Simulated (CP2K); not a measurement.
TePb under changes of volume

One of the cells (33.730 Å³/atom); the others are scaled copies at fixed shape and fractional positions:

```
Pb Te
1.0
     4.56932    0.00000    0.00000
     2.28466    3.95715    0.00000
     2.28466    1.31905    3.73084
Pb Te
1 1
Cartesian
  0.0000 0.0000 0.0000
  4.5693 2.6381 1.8654
```

- Program: CP2K 2026.2
- Functional: PBE
- Potentials or basis: POTENTIAL_UZH Pb GTH-PBE-q4, Te GTH-PBE-q6; TZVP-MOLOPT-PBE-GTH basis
- Density cutoff: 6123 eV
- k mesh: 7 × 7 × 7
- Occupations: fermi-dirac, width 0.05 eV
- Spin: no spin polarisation

```tsv
volume (Å³/atom)	energy over the lowest point (meV/atom)	pressure (GPa)
31.706	71.89	6.2
32.380	48.40	4.9
33.055	30.16	3.8
33.730	?	?
34.404	7.40	1.7
35.079	1.97	0.9
35.753	0.00	0.1
```

Problem. What does the run at 33.730 Å³/atom give?

Solution. Energy over the lowest point 16.65 meV/atom; pressure 2.7 GPa.

Worked out: A Birch-Murnaghan fit of order 3 (a polynomial in V^(-2/3)) to the other rows has its minimum at 35.83 Å³/atom, just outside them, with B0 = V·E''(V) = 39 GPa and B' = 4.5. It gives 16.64 meV/atom at 33.730 Å³/atom, against the run's 16.65, and -dE/dV = 2.7 GPa, against 2.7.

Energies are extrapolated to zero smearing.

Caveats: the basis of atomic orbitals isn't converged, which shifts pressures, moduli and gaps.
